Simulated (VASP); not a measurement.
In TiC (rock salt type) the Ti atom of the primitive cell, with all its periodic images, is moved by 0.06 Å along [111].

```yaml
crystal:
  lattice:
    - [0.00000, 2.16500, 2.16500]
    - [2.16500, 0.00000, 2.16500]
    - [2.16500, 2.16500, 0.00000]
  atoms:
    - { symbol: Ti, position: [0.00800, 0.00800, 0.00800] }
    - { symbol: C, position: [0.50000, 0.50000, 0.50000] }
```
Lattice in Å, positions in fractions of it.

Computed with PBE, plane waves, standard recommended PAW potentials (VASP 6.6.1).

Cutoff 520 eV; orbitals from an earlier step on the same cell; potentials Ti_sv C; PREC = Accurate; k-mesh 4×4×4 Γ-centred; Fermi–Dirac smearing of 0.1 eV; no spin polarisation.

What force results?

The force on it along the displacement is -0.4836 eV/Å, a force constant of 8.06 eV/Å².

```json
{"atom": "Ti1", "Fx (eV/Å)": "-0.2792", "Fy (eV/Å)": "-0.2792", "Fz (eV/Å)": "-0.2792"}
{"atom": "C2", "Fx (eV/Å)": "0.2792", "Fy (eV/Å)": "0.2792", "Fz (eV/Å)": "0.2792"}
```

The k-mesh is coarse, so these values belong to this mesh and can lie far from the converged ones.
